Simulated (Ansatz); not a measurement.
# Ni$_{2}$Si: strain energy, fitted

Ni$_{2}$Si, P6_3/mmc, a = 3.870 Å, c = 4.927 Å. The structure is a COD entry; whether it is the stable form wasn't checked. Ansatz: r2SCAN, PAW, 500 eV, Γ-centred 12×12×8 mesh on 6 atoms, Gaussian smearing 0.10 eV; no spin polarisation. Series: uniaxial strain along c, with a, b and atoms relaxed; x is the strain in per cent. y is the free energy over the unstrained cell, V0 = 10.648 Å³/atom.

| x (%) | y (meV/atom) |
| --- | --- |
| -6.0 | 47.93 |
| -4.0 | ? |
| -2.0 | 4.51 |
| 0.0 | 0.00 |
| 2.0 | 3.83 |
| 4.0 | 14.13 |
| 6.0 | 29.43 |

**Question.** Fit y = c2 x² + c3 x³ to the other rows, turn c2 into a modulus, and predict the missing energy.

**Answer.** Least squares on the rows shown. y = 1.0724 x² − 0.043012 x³. In eV per unit strain² c2 is 10.72; this is Young's modulus along the axis (E = ½ Y V0 ε²): 2 × 10.72 × 160.2 / (10.648) = 323 GPa. At x = -4.0 the fit asked for gives 19.91 meV/atom. The run gave 19.58 meV/atom, so the fit is 0.33 meV/atom too high, 0.69 % of the span of the series, against an rms of 0.15 meV/atom on the fitted rows. With a term in x⁴ added, a fit to the same known rows predicts 19.61 meV/atom, so most of the miss is curvature that the known rows already hold.